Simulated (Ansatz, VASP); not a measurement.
# InP: VASP beside Ansatz

```
In P
1.0
     0.00000    2.80527    2.80527
     2.80527    0.00000    2.80527
     2.80527    2.80527    0.00000
In P
1 1
Direct
  0.00000 0.00000 0.00000
  0.50000 0.50000 0.50000
```

Change from the starting cell: volume scaled by 1.04.

Alike in both runs: task single point; functional r2SCAN; k mesh 8 × 8 × 8; occupations fermi-dirac, width 0.05 eV; no spin polarisation.

|  | VASP | Ansatz |
| --- | --- | --- |
| version | VASP 6.6.1 | Ansatz 0.2.0 |
| potentials or method | VASP PAW PBE potentials, release 64 (In_d, P) | Ansatz PAW |
| plane-wave cutoff (eV) | 520 | 500 |
| valence electrons in the cell | 18 | 18 |

|  | VASP | Ansatz | Ansatz less VASP |
| --- | --- | --- | --- |
| gap on the k mesh at the Fermi level (eV) | none | none | - |
| pressure (GPa) | -4.7 | -4.7 | -0.03 |

A gap of «none» marks a metal or a gap that the smearing closes.

Caveats: the PAW data sets were made with another functional, which shifts forces and pressure a little (VASP); the PAW data sets come from PBE, with cores solved anew for the run's functional, which leaves a small shift of forces and pressure (Ansatz).
